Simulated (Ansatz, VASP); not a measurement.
**Two plane-wave programs on Ta**

INCAR

```
SYSTEM = Ta
ALGO = Normal
EDIFF = 1E-7
ENCUT = 520
GGA = PE
ISIF = 2
ISMEAR = -1
LASPH = .True.
LCHARG = .False.
LREAL = .False.
LWAVE = .False.
NBANDS = 12
NELM = 100
PREC = Accurate
SIGMA = 0.1
```

File KPOINTS:

```
k-points
0
Gamma
  14 14 14
  0 0 0
```

POSCAR

```
Ta
1.0
    0.0000000000      2.1927916037      2.1927916037
    2.1927916037      0.0000000000      2.1927916037
    2.1927916037      2.1927916037      0.0000000000
Ta
1
Direct
    0.0000000000      0.0000000000      0.0000000000
```

Input for Ansatz:

```yaml
crystal:
  lattice:
    - [0.0, 2.1927916037, 2.1927916037]
    - [2.1927916037, 0.0, 2.1927916037]
    - [2.1927916037, 2.1927916037, 0.0]
  atoms:
    - { symbol: Ta, position: [0.0, 0.0, 0.0] }
hamiltonian:
  xc: pbe
  pseudopotentials:
    kind: paw
    azcp:
      Ta: "pseudopotentials/Ta.paw.azcp"
basis:
  ecutwfc: 420
  fft_grid_basis: typed
kpoints:
  mp_grid: { grid: [14, 14, 14], shift: [0, 0, 0] }
magnetization:
  spin_polarized: false
scf:
  occupations: { method: fermi_dirac, width: 0.1 }
  lower_state_search: "off"
output:
  stress: true
```

Alike in both runs: task single point; functional PBE; k mesh 14 × 14 × 14; occupations fermi-dirac, width 0.1 eV; no spin polarisation.

|  | VASP | Ansatz |
| --- | --- | --- |
| version | VASP 6.6.1 | Ansatz 0.2.0 |
| potentials or method | VASP PAW PBE potentials, release 64 (Ta_pv) | plane waves (420 eV) with PAW, scalar-relativistic |
| plane-wave cutoff (eV) | 520 | 420 |
| valence electrons in the cell | 11 | 13 |

Ansatz gave:

```
pressure (GPa) : -17.3
```

Estimate VASP's values.

pressure (GPa): -17.4.

The two sets of potentials don't hold the same shells in valence.

Caveats: so large a pressure means that the cell lies far from this level's equilibrium, or that cutoff or potentials fall short (VASP). Spin-orbit coupling is left out, which matters for the levels of Ta.
